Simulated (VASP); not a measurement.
A run of VASP 6.6.1 is set up as follows.

File INCAR:

```
PREC = Accurate
ENCUT = 520
EDIFF = 1E-6
ISMEAR = 0
SIGMA = 0.05
LREAL = F
LASPH = T
NELM = 100
ALGO = Fast
ISIF = 2
LWAVE = F
LCHARG = T
GGA = PE
LELF = T
LVHAR = T
NBANDS = 16
```

The input KPOINTS:

```
regular mesh
0
Gamma
  18 18 10
```

Contents of POSCAR:

```
Ir
1.0
    2.7480996037      0.0000000000      0.0000000000
   -1.3740498019      2.3799240690      0.0000000000
    0.0000000000      0.0000000000      4.4521723507
Ir
2
Direct
    0.3333333333      0.6666666667      0.7500000000
    0.6666666667      0.3333333333      0.2500000000
```

Potentials or basis: VASP PAW PBE potentials, release 64 (Ir).

Run with:

```bash
$ cat potpaw_PBE.64/Ir/POTCAR > POTCAR
$ mpirun -np 1 vasp_std > vasp.out
```

(1) What does it give for the band gap on the k mesh?

(2) Estimate the pressure.

## Answers

(1) none (metal or under the smearing width).

(2) 0.5 GPa.
